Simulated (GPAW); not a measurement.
Pd, 1 atom in the cell. It takes space group Fm-3m (No. 225, cubic). The conventional cell has a = 3.994 Å, b = 3.994 Å, c = 3.994 Å, α = 90.00°, β = 90.00°, γ = 90.00°. Pd (site symmetry m-3m) is surrounded by 12 Pd at 2.82 Å.  The cell isn't the ideal one: volume scaled by 1.08.

```yaml
Program: GPAW 26.7.0
Task: single point
Functional: PBE
Potentials_or_basis: GPAW PAW data sets (gpaw-data 1.2.1)
Cutoff: 500 eV
Basis: pw
k_mesh: 9 × 9 × 9
Occupations: fermi-dirac, width 0.01 eV
Spin: no spin polarisation
Maxiter: 150
```

Potentials or basis: GPAW PAW data sets (gpaw-data 1.2.1), pw.

The run is started by

```sh
$ OMP_NUM_THREADS=1 python run.py
```

Hardware: 1 thread of Arm Neoverse V2, on a shared host.

Task: How long does it take, and how much memory?

Result: Run time: 4.4 s on 1 thread of Arm Neoverse V2, on a shared host, peak memory 0.12 GiB. Counts: scf iterations 8, plane waves 419, bands 17, k points 35.
